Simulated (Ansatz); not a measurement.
**How far is PAW off for C?**

```
CELL_PARAMETERS angstrom
0.00000 2.12700 3.38148
1.22800 0.00000 3.38148
1.22800 2.12700 0.00000
ATOMIC_POSITIONS crystal
C 0.16667 0.83333 0.16667
C 0.83333 0.16667 0.83333
```

Atoms are numbered in the order listed.

The cell is COD entry 9000046, as deposited and not checked against the literature; nothing was relaxed. The listed cell was then made from it by scaling, straining or moving an atom.

Levels of theory: DFT, PBEsol, PAW with Ansatz's default frozen-core files, scalar-relativistic (Ansatz 0.2.0); DFT, PBEsol, all-electron LAPW, scalar-relativistic (Ansatz 0.2.0).

For PAW: a Γ-centred 18×18×18 k mesh, Fermi–Dirac smearing of 0.05 eV, cutoff 420 eV, no spin polarisation; the PAW files were made with PBE, and the program remakes their frozen cores for this functional. LAPW targets a basis error of 0.25 meV/atom. The Ansatz runs share mesh, smearing and spin set-up. Plane-wave (PAW) pressures include the program's estimate of the Pulay term.

Stress and pressure are positive in compression.

PAW results:

| quantity | PAW |
| --- | --- |
| pressure (GPa) | 1.34 |
| stress xx (GPa) | 1.52 |
| stress yy (GPa) | 1.06 |
| stress zz (GPa) | 1.44 |

What does LAPW (all electrons) give for the same quantities?


```csv
quantity,LAPW
pressure (GPa),1.30
stress xx (GPa),1.45
stress yy (GPa),0.98
stress zz (GPa),1.46
```
